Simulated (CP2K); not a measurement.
## SiO2: atomic charges with PBE

Crystal: SiO2.

```
Si O
1.0
     8.74377    0.00000    0.00000
     6.19989    4.61946    0.00000
     2.54388   -2.20895    4.05708
Si O
4 8
Direct
  0.93677 0.93677 0.56323
  0.68677 0.68677 0.31323
  0.31323 0.31323 0.68677
  0.56323 0.56323 0.93677
  0.06344 0.43656 0.06344
  0.43656 0.06344 0.43656
  0.81344 0.18656 0.81344
  0.18656 0.81344 0.18656
  0.12500 0.62500 0.62500
  0.62500 0.62500 0.62500
  0.62500 0.62500 0.12500
  0.62500 0.12500 0.62500
```

The cell comes from a database or a generator and needn't be the stable form of this composition.

```json
{
  "Program": "CP2K 2026.2",
  "Task": "atomic charges",
  "Functional": "PBE",
  "Potentials or basis": "POTENTIAL_UZH Si GTH-PBE-q4, O GTH-PBE-q6; TZV2P-MOLOPT-PBE-GTH basis",
  "Density cutoff": "9524 eV",
  "k mesh": "5 × 5 × 5",
  "Occupations": "fermi-dirac, width 0.05 eV",
  "Spin": "no spin polarisation",
  "SCF solver": "diagonalisation with k points",
  "Quickstep method": "GPW",
  "EPS_DEFAULT": "1.0E-9",
  "EPS_SCF": "1.0E-6",
  "MAX_SCF": "100",
  "SCF_GUESS": "ATOMIC",
  "k points reduced by the point group": "yes",
  "Mesh centred on Gamma": "yes",
  "CHOLESKY": "OFF",
  "EPS_EIGVAL": "1.0E-7",
  "MIXING METHOD": "BROYDEN_MIXING",
  "MIXING ALPHA": "0.4",
  "NBUFFER": "8",
  "NGRIDS": "4",
  "Basis sets": "Si TZV2P-MOLOPT-PBE-GTH-q4, O TZV2P-MOLOPT-PBE-GTH-q6",
  "Potentials": "Si GTH-PBE-q4 of POTENTIAL_UZH, O GTH-PBE-q6 of POTENTIAL_UZH",
  "ADDED_MOS": "[30]",
  "Hirshfeld SHAPE_FUNCTION": "DENSITY",
  "VORONOI_RADII": "UNITY",
  "MPI ranks": "2",
  "REL_CUTOFF (Ry)": "60 Ry",
  "MIXING BETA (1/bohr)": "1.5 1/bohr",
  "CUTOFF of the grids": "700 Ry"
}
```

The pressure is 3.3 GPa and the largest force is 0.205 eV/Å. The band gap on the k mesh is 5.76 eV, direct, the mulliken charges are Si +1.72; O -0.80, -0.92 e and the hirshfeld charges are Si +0.56; O -0.28 e. The voronoi charges are Si +2.10; O -1.03, -1.04, -1.06 e.

Forces in eV/Å, atoms in the order of the input:
```
Si   0.032  0.018 -0.011
Si   0.032  0.018 -0.011
Si  -0.032 -0.018  0.011
Si  -0.032 -0.018  0.011
O    0.113 -0.147  0.086
O   -0.106  0.150 -0.091
O    0.109 -0.148  0.088
O   -0.109  0.148 -0.088
O   -0.005  0.000  0.000
O   -0.004  0.000  0.000
O   -0.004  0.000  0.000
O    0.002  0.001 -0.001
```

Levels at points of the mesh, in eV from the valence-band top:
```
           k point  band 29  band 30  band 31  band 32  band 33  band 34  band 35  band 36
(0.00, 0.00, 0.00)    -0.64    -0.44    -0.04     0.00     5.76     8.33     8.41     8.70
```

Wall time 3.1 min on 2 MPI ranks on Arm Neoverse V2 (shared host).

Caveat: Mulliken charges move with the basis; an odd mesh through Γ misses points on the zone boundary, where band edges often lie; the basis of atomic orbitals isn't converged, which shifts pressures, moduli and gaps. Expect the measured gap to be larger: semilocal functionals such as PBE lack the derivative discontinuity.
